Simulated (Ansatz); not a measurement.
CsBr:
```
CELL_PARAMETERS angstrom
      4.24215     0.00000     0.00000
      0.00000     4.24215     0.00000
      0.00000     0.00000     4.24215
ATOMIC_POSITIONS crystal
  Cs 0.00000 0.00000 0.00000
  Br 0.50000 0.50000 0.50000
```

Tensor components refer to the Cartesian frame of this cell.

Problem. Give the high-frequency dielectric tensor and the Born effective charge tensors of the independent atoms from DFPT, PBEsol (plane waves, PAW; program Ansatz).

Solution. 
ε∞:
```
3.19  0.00  0.00
0.00  3.19  0.00
0.00  0.00  3.19
```
Z* of atom 1 (Cs), rows: field, columns: displacement, in e:
```
1.33  0.00  0.00
0.00  1.33  0.00
0.00  0.00  1.33
```
Z* of atom 2 (Br), rows: field, columns: displacement, in e:
```
-1.33   0.00   0.00
 0.00  -1.33   0.00
 0.00   0.00  -1.33
```

Space group Pm-3m (CsCl type). Symmetry was held in the PBEsol relaxation. Spin–orbit coupling is left out wherever it is not named.

Potentials: the later of the program's two PAW sets.
